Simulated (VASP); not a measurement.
# BeTe (F-43m) in VASP: further runs

The runs below take BeTe through single point, with PBE.

All numbers are computed with VASP 6.6.1; they aren't measurements. Logs are shortened: lines on timing, memory, paths and dates and some standing lists are left out, and cuts for length are marked.

### 1 The cell of the first run

Symmetry: F-43m, No. 216, cubic system. Conventional cell: a = 5.374 Å, b = 5.374 Å, c = 5.374 Å, α = 90.00°, β = 90.00°, γ = 90.00°. Be (site symmetry -43m) is surrounded by 4 Te at 2.33 Å. Te (site symmetry -43m) is surrounded by 4 Be at 2.33 Å.

### 2 Single point, PBE (strain -0.030 along x and y, -0.030 along z, atoms carried along)

The input, INCAR:

```
SYSTEM = BeTe
PREC = Accurate
ENCUT = 520
EDIFF = 1E-6
ISMEAR = 0
SIGMA = 0.05
LREAL = .FALSE.
LASPH = .TRUE.
NELM = 100
ALGO = Normal
ISIF = 2
LWAVE = .FALSE.
LCHARG = .TRUE.
GGA = PE
LELF = .TRUE.
LVHAR = .TRUE.
NBANDS = 11
```

The input, KPOINTS:

```
Automatic mesh
0
G
  8 8 8
  0 0 0
```

The input, POSCAR:

```
BeTe
1.0
    0.0000000000      2.6869000000      2.6869000000
    2.6869000000      0.0000000000      2.6869000000
    2.6869000000      2.6869000000      0.0000000000
Be Te
1 1
Direct
    0.0000000000      0.0000000000      0.0000000000
    0.7500000000      0.7500000000      0.7500000000
```

Potentials or basis: VASP PAW PBE potentials, release 64 (Be, Te).

Command:

```sh
$ cat potpaw_PBE.64/Be/POTCAR potpaw_PBE.64/Te/POTCAR > POTCAR
$ mpirun -np 1 vasp_std > vasp.out
```

OUTCAR:

```text
SYSTEM = BeTe
   PREC = Accurate
   ENCUT = 520
   EDIFF = 1E-6
   ISMEAR = 0
   LREAL = .FALSE.
   LASPH = .TRUE.
   NELM = 100
   ISIF = 2
   GGA = PE

 ion  position               nearest neighbor table
   1  0.000  0.000  0.000-   2 2.33   2 2.33   2 2.33   2 2.33
   2  0.750  0.750  0.750-   1 2.33   1 2.33   1 2.33   1 2.33

  LATTYP: Found a face centered cubic cell.
 ALAT       =     5.3738000000

  Lattice vectors:

 A1 = (   0.0000000000,   2.6869000000,   2.6869000000)
 A2 = (   2.6869000000,   0.0000000000,   2.6869000000)
 A3 = (   2.6869000000,   2.6869000000,   0.0000000000)

Analysis of symmetry for initial positions (statically):
=====================================================================
 Subroutine PRICEL returns:
 Original cell was already a primitive cell.

 Routine SETGRP: Setting up the symmetry group for a
 face centered cubic supercell.

 Subroutine GETGRP returns: Found 24 space group operations
 (whereof 24 operations were pure point group operations)
 out of a pool of 48 trial point group operations.

The static configuration has the point symmetry T_d .

Analysis of symmetry for dynamics (positions and initial velocities):
=====================================================================
 Subroutine PRICEL returns:
 Original cell was already a primitive cell.

 Routine SETGRP: Setting up the symmetry group for a
 face centered cubic supercell.

 Subroutine GETGRP returns: Found 24 space group operations
 (whereof 24 operations were pure point group operations)
 out of a pool of 48 trial point group operations.

The dynamic configuration has the point symmetry T_d .

 Subroutine INISYM returns: Found 24 space group operations
 (whereof 24 operations are pure point group operations),
 and found     1 'primitive' translations

----------------------------------------------------------------------------------------

                                     Primitive cell

  volume of cell :      38.7958

  direct lattice vectors                    reciprocal lattice vectors
     0.000000000  2.686900000  2.686900000    -0.186088057  0.186088057  0.186088057
     2.686900000  0.000000000  2.686900000     0.186088057 -0.186088057  0.186088057
     2.686900000  2.686900000  0.000000000     0.186088057  0.186088057 -0.186088057

  length of vectors
     3.799850421  3.799850421  3.799850421     0.322313969  0.322313969  0.322313969

  position of ions in fractional coordinates (direct lattice)
     0.000000000  0.000000000  0.000000000
     0.750000000  0.750000000  0.750000000

  ion indices of the primitive-cell ions
   primitive index   ion index
                 1           1
                 2           2

----------------------------------------------------------------------------------------

 KPOINTS: Automatic mesh

Automatic generation of k-mesh.
 Grid dimensions read from file:
 generate k-points for:    8    8    8

 Generating k-lattice:

  Cartesian coordinates                     Fractional coordinates (reciprocal lattice)
    -0.023261007  0.023261007  0.023261007     0.125000000  0.000000000  0.000000000
     0.023261007 -0.023261007  0.023261007     0.000000000  0.125000000  0.000000000
     0.023261007  0.023261007 -0.023261007     0.000000000  0.000000000  0.125000000

  Length of vectors
     0.040289246  0.040289246  0.040289246

  Shift w.r.t. Gamma in fractional coordinates (k-lattice)
     0.000000000  0.000000000  0.000000000

 Subroutine IBZKPT returns following result:
 ===========================================

 Found     29 irreducible k-points:

 Following reciprocal coordinates:
            Coordinates               Weight
  0.000000  0.000000  0.000000      1.000000
  0.125000  0.000000  0.000000      8.000000
  0.250000  0.000000  0.000000      8.000000
  0.375000  0.000000  0.000000      8.000000
  0.500000  0.000000  0.000000      4.000000
  0.125000  0.125000  0.000000      6.000000
[... 16 lines left out ...]
  0.500000  0.250000  0.125000     48.000000
 -0.375000  0.250000  0.125000     24.000000
 [... further k-points ...]
   k-points           NKPTS =     29   k-points in BZ     NKDIM =     29   number of bands    NBANDS=     11
   number of dos      NEDOS =    301   number of ions     NIONS =      2
   total plane-waves  NPLWV =  21952
   dimension x,y,z NGX =    28 NGY =   28 NGZ =   28
   dimension x,y,z NGXF=    56 NGYF=   56 NGZF=   56
   ions per type =               1   1
   NGX,Y,Z   is equivalent  to a cutoff of  12.25, 12.25, 12.25 a.u.
   NGXF,Y,Z  is equivalent  to a cutoff of  24.50, 24.50, 24.50 a.u.
 SYSTEM =  BeTe
   PREC   = accura    normal or accurate (medium, high low for compatibility)
   ISTART =      0    job   : 0-new  1-cont  2-samecut
   ICHARG =      2    charge: 1-file 2-atom 10-const
   ISPIN  =      1    spin polarized calculation?
   LNONCOLLINEAR =      F non collinear calculations
   LSORBIT =      F    spin-orbit coupling
   LASPH  =      T    aspherical Exc in radial PAW
   ENCUT  =  520.0 eV  38.22 Ry    6.18 a.u.   7.07  7.07  7.07*2*pi/ulx,y,z
   NELM   =    100;   NELMIN=  2; NELMDL= -5     # of ELM steps
   EDIFF  = 0.1E-05   stopping-criterion for ELM
   LREAL  =      F    real-space projection
   EDIFFG = 0.1E-04   stopping-criterion for IOM
   NSW    =      0    number of steps for IOM
   IBRION =     -1    ionic relax: 0-MD 1-quasi-New 2-CG
   NFREE  =      0    steps in history (QN), initial steepest desc. (CG)
   ISIF   =      2    stress and relaxation
   ISYM   =      2    0-nonsym 1-usesym 2-fastsym
   POTIM  = 0.5000    time-step for ionic-motion
   TEBEG  =    0.0;   TEEND  =   0.0 temperature during run
   PSTRESS=    0.0 pullay stress
   NELECT =       8.0000    total number of electrons
   NUPDOWN=      -1.0000    fix difference up-down
   EMIN   =  10.00;   EMAX   =-10.00  energy-range for DOS
   EFERMI =   0.00;   METHOD = LEGACY
   ISMEAR =     0;   SIGMA  =   0.05  broadening in eV -4-tet -1-fermi 0-gaus
   EFERMI_NEDOS =   21; number of points for ismear=-14 and -15
   IALGO  =     38    algorithm
   IMIX   =      4    mixing-type and parameters
     AMIX     =   0.40;   BMIX     =  1.00
     AMIX_MAG =   1.60;   BMIX_MAG =  1.00
  volume/ion in A,a.u.               =      19.40       130.90
  Fermi-wavevector in a.u.,A,eV,Ry     =   0.967186  1.827716 12.727552  0.935449
  Thomas-Fermi vector in A             =   2.097051
   LORBIT       =      0    0 simple, 1 ext, 2 COOP (PROOUT), +10 PAW based schemes
   GGA     = PE    functional components
   LHFCALC =     F    Hartree Fock is set to
   AEXX    =    0.0000 exact exchange contribution
   IVDW    =     0    specifies the selected vdW correction
   LEPSILON=     F    determine dielectric tensor
   LRPA    =     F    only Hartree local field effects (RPA)
 non-spin polarized calculation
 Gauss-broadening in eV      SIGMA  =   0.05
  energy-cutoff  :      520.00
  volume of cell :       38.80
 maximum number of plane-waves:      1056
   NGX = 15   NGY = 15   NGZ = 15

 number of electron       8.0000000 magnetization

 Free energy of the ion-electron system (eV)
  ---------------------------------------------------
  ext. energy  EPLUGINS =         0.00000000
  ---------------------------------------------------
  free energy    TOTEN  =        -7.39545957 eV

  energy without entropy =       -7.39545957  energy(sigma->0) =       -7.39545957

 E-fermi :   7.0722     XC(G=0):  -9.6350

 val. band max:        6.7965071201   @ k =   0.0000   0.0000   0.0000
 cond. band min:       8.3830897366   @ k =   0.5000   0.5000   0.0000
 fundamental gap:      1.5865826165
 Fermi energy:         7.0721877211

 k-point     1 :       0.0000    0.0000    0.0000
  band No.  band energies     occupation
      1      -6.5256      2.00000
      2       6.7965      2.00000
      3       6.7965      2.00000
      4       6.7965      2.00000
      5      10.2544      0.00000
      6      10.2544      0.00000
      7      10.2544      0.00000
      8      11.7106      0.00000
      9      15.2890      0.00000
     10      17.3320      0.00000
     11      17.3320      0.00000

 k-point     2 :       0.1250    0.0000    0.0000
  band No.  band energies     occupation
      1      -6.3461      2.00000
      2       5.2774      2.00000
      3       6.4898      2.00000
      4       6.4898      2.00000
      5      10.4961      0.00000
      6      10.6776      0.00000
      7      10.6776      0.00000
      8      12.8485      0.00000
      9      15.6979      0.00000
     10      16.2003      0.00000
     11      16.2003      0.00000

 k-point     3 :       0.2500    0.0000    0.0000
  band No.  band energies     occupation
      1      -5.8419      2.00000
      2       2.9521      2.00000
      3       5.9471      2.00000
      4       5.9471      2.00000
      5      10.4184      0.00000
      6      11.2730      0.00000
      7      11.2730      0.00000
      8      14.4678      0.00000
      9      15.9232      0.00000
     10      15.9232      0.00000
     11      16.1666      0.00000

 k-point     4 :       0.3750    0.0000    0.0000
  band No.  band energies     occupation
      1      -5.1698      2.00000
      2       1.0684      2.00000
      3       5.5442      2.00000
      4       5.5442      2.00000
      5      10.3063      0.00000
      6      11.3537      0.00000
      7      11.3537      0.00000
      8      14.6274      0.00000
      9      17.1680      0.00000
     10      17.1680      0.00000
     11      17.3633      0.00000
[... 239 lines left out ...]
 k-point    22 :       0.3750    0.2500    0.1250
  band No.  band energies     occupation
      1      -5.4182      2.00000
      2       2.7312      2.00000
      3       4.0380      2.00000
      4       5.2859      2.00000
      5      10.2881      0.00000
      6      12.0520      0.00000
      7      12.1121      0.00000
      8      13.4454      0.00000
      9      16.3422      0.00000
     10      17.9002      0.00000
     11      18.6603      0.00000

 k-point    23 :       0.5000    0.2500    0.1250
  band No.  band energies     occupation
      1      -4.8092      2.00000
      2       1.4207      2.00000
      3       3.4577      2.00000
      4       4.7164      2.00000
      5      10.7832      0.00000
      6      11.6122      0.00000
      7      12.9616      0.00000
      8      14.1043      0.00000
      9      17.0203      0.00000
     10      17.7622      0.00000
     11      19.5924      0.00000

 k-point    24 :      -0.3750    0.2500    0.1250
  band No.  band energies     occupation
      1      -4.4827      2.00000
      2       0.7809      2.00000
      3       3.3593      2.00000
      4       4.4371      2.00000
      5      10.8814      0.00000
      6      11.3612      0.00000
      7      13.9056      0.00000
      8      14.9923      0.00000
      9      15.5701      0.00000
     10      18.7066      0.00000
     11      19.2688      0.00000

 [... further k-points ...]

------------------------ aborting loop because EDIFF is reached ----------------------------------------

  FORCE on cell =-STRESS in cart. coord.  units (eV):
  Direction    XX          YY          ZZ          XY          YZ          ZX
  --------------------------------------------------------------------------------------
  -------------------------------------------------------------------------------------
  Total        3.0134934      3.0134934      3.0134934      0.0000000      0.0000000     -0.0000000
  in kB      124.4504056    124.4504056    124.4504056      0.0000000      0.0000000     -0.0000000
  external PRESSURE =     124.4504056 kB  Pullay stress =       0.0000000 kB

 VOLUME and BASIS-vectors are now :
 -----------------------------------------------------------------------------
  energy-cutoff  :      520.00
  volume of cell :       38.80
      direct lattice vectors                 reciprocal lattice vectors
     0.000000000  2.686900000  2.686900000    -0.186088057  0.186088057  0.186088057
     2.686900000  0.000000000  2.686900000     0.186088057 -0.186088057  0.186088057
     2.686900000  2.686900000  0.000000000     0.186088057  0.186088057 -0.186088057

 POSITION                                       TOTAL-FORCE (eV/Angst)
 -----------------------------------------------------------------------------------
      0.00000      0.00000      0.00000        -0.000000      0.000000     -0.000000
      4.03035      4.03035      4.03035         0.000000     -0.000000      0.000000
 -----------------------------------------------------------------------------------
    total drift:                               -0.000000     -0.000000     -0.000000

  FREE ENERGIE OF THE ION-ELECTRON SYSTEM (eV)
  ---------------------------------------------------
  free  energy   TOTEN  =        -7.3954595664 eV

  energy  without entropy=       -7.3954595664  energy(sigma->0) =       -7.39545957
```

Run time: 9 s. Hardware: 1 thread of Intel Xeon Platinum 8488C (Sapphire Rapids), shared host; peak memory 0.16 GiB.

What came out:

| Property | Result |
| --- | --- |
| Free energy | -7.3955 eV |
| Pressure | 12.4 GPa |
| Band gap on the k mesh | 1.59 eV, indirect (least direct gap 3.46 eV) |

Levels at points of the mesh, in eV from the valence-band top:
```tsv
k point	band 1	band 2	band 3	band 4	band 5	band 6	band 7	band 8	band 9
(0.00, 0.00, 0.00)	-13.32	0.00	0.00	0.00	3.46	3.46	3.46	4.91	8.49
(0.50, 0.00, 0.00)	-11.59	-6.52	-1.39	-1.39	3.47	4.49	4.49	7.70	11.58
(0.50, 0.50, 0.00)	-10.95	-5.93	-3.22	-3.22	1.59	2.43	10.61	10.61	12.38
```

Caveat: spin-orbit coupling is left out, which moves the levels of the heavy elements. A k mesh can miss the band edges.

### 3 Single point, PBE (strain -0.015 along x and y, +0.030 along z, atoms carried along)

The input, INCAR:

```
ALGO = Fast
EDIFF = 1E-6
ENCUT = 520
GGA = PE
ISIF = 2
ISMEAR = 0
LASPH = T
LCHARG = F
LREAL = F
LWAVE = F
NBANDS = 11
NELM = 100
PREC = Accurate
SIGMA = 0.05
```

The input, KPOINTS:

```
k-points
0
Gamma
  8 8 8
```

The input, POSCAR:

```
BeTe
1.0
    0.0000000000      2.7284500000      2.8531000000
    2.7284500000      0.0000000000      2.8531000000
    2.7284500000      2.7284500000      0.0000000000
Be Te
1 1
Direct
    0.0000000000      0.0000000000      0.0000000000
    0.7500000000      0.7500000000      0.7500000000
```

Potentials or basis: VASP PAW PBE potentials, release 64 (Be, Te).

Command:

```sh
$ cat potpaw_PBE.64/Be/POTCAR potpaw_PBE.64/Te/POTCAR > POTCAR
$ mpirun -np 1 vasp_std > vasp.out
```

It took 24 s on 1 thread of Intel Xeon Platinum 8488C (Sapphire Rapids), shared host; peak memory 0.17 GiB.

The run converged. Its results:

```yaml
Free_energy: -7.5723 eV
Pressure: 4.5 GPa
Band_gap_on_the_k_mesh: 1.65 eV, indirect (least direct gap 3.45 eV)
```

Stress tensor (GPa, compression positive):
```
5.51 0.00 0.00
0.00 5.51 0.00
0.00 0.00 2.46
```

Levels at points of the mesh, in eV from the valence-band top:
```tsv
k point	band 1	band 2	band 3	band 4	band 5	band 6	band 7	band 8
(0.00, 0.00, 0.00)	-12.73	-0.27	0.00	0.00	3.45	3.45	3.55	4.09
(0.50, 0.00, 0.00)	-11.25	-5.96	-1.51	-1.10	3.03	4.42	4.63	7.72
(0.50, 0.50, 0.00)	-10.84	-5.65	-2.71	-2.71	1.98	2.75	9.89	9.89
(0.50, 0.00, 0.50)	-10.64	-5.39	-3.07	-2.98	1.65	2.38	9.74	9.97
```

Caveat: spin-orbit coupling is left out, which moves the levels of the heavy elements.
